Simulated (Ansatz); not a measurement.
Runs of Ansatz 0.2.0 on PbS. The structure is hexagonal, space group P-6m2 (No. 187). Conventional cell: a = 4.090 Å, b = 4.090 Å, c = 3.788 Å, α = 90.00°, β = 90.00°, γ = 120.00°. Pb (site symmetry -6m2) has 6 S at 3.03 Å as nearest neighbours. S (site symmetry -6m2) is surrounded by 6 Pb at 3.03 Å. Measurements of this composition are mostly on another form, of space group No. 225.

```csv
task,level,spin,cell,k mesh,cutoff (eV),smearing,points for each segment of the path,gap on the mesh (eV),pressure (GPa),relaxed volume (Å³/atom)
phonons,PBE,off,as given,6 × 6 × 5,420,fermi-dirac 0.05 eV,-,none,-,-
single point,PBE,off,as given,8 × 8 × 7,420,gaussian 0.022 eV,-,0.21,0.1,-
band structure,r2SCAN,"SOC, no magnetisation",as given,6 × 6 × 5,500,fermi-dirac 0.05 eV,14,none,-1.4,-
single point,PBE,off,as given,8 × 8 × 7,420,gaussian 0.02 eV,-,0.21,0.1,-
single point,PBE,off,as given,8 × 8 × 7,420,gaussian 0.015 eV,-,0.21,0.1,-
single point,PBE,off,as given,8 × 8 × 7,420,gaussian 0.014 eV,-,0.21,0.1,-
single point,PBE,off,as given,8 × 8 × 7,420,gaussian 0.016 eV,-,0.21,0.1,-
relaxation of cell and atoms,revPBE+D4,off,relaxed,8 × 8 × 7,420,fermi-dirac 0.05 eV,-,(b),0.0,(a)
single point,PBE,off,as given,8 × 8 × 7,420,gaussian 0.021 eV,-,0.21,0.1,-
single point,PBE,off,as given,8 × 8 × 7,420,gaussian 0.018 eV,-,0.21,0.1,-
relaxation of cell and atoms,RPBE+D4,off,relaxed,8 × 8 × 7,420,fermi-dirac 0.05 eV,-,0.09,0.0,26.36
single point,PBE,off,as given,8 × 8 × 7,420,gaussian 0.019 eV,-,0.21,0.1,-
```

Alike in all rows: potentials or basis Ansatz PAW.

Q: Estimate the missing entries.

A: (a) 26.31; (b) 0.06.

Caveats: odd divisions of the mesh miss points on the zone boundary, where band edges often lie, so the gap on the mesh can be too wide (some runs); spin-orbit coupling is left out, which as a rule narrows the gap of such compounds by several tenths of an eV (some runs); the PAW data sets come from PBE, with cores solved anew for the run's functional, which leaves a small shift of forces and pressure (some runs); the plane-wave basis is chosen anew once the cell has moved, so the energies of steps on either side of that aren't comparable (some runs); some modes are imaginary (some runs).

A k mesh can miss the band edges, and rows without SOC leave out spin-orbit coupling on Pb.

A gap of «none» marks a metal or a gap under the smearing width.
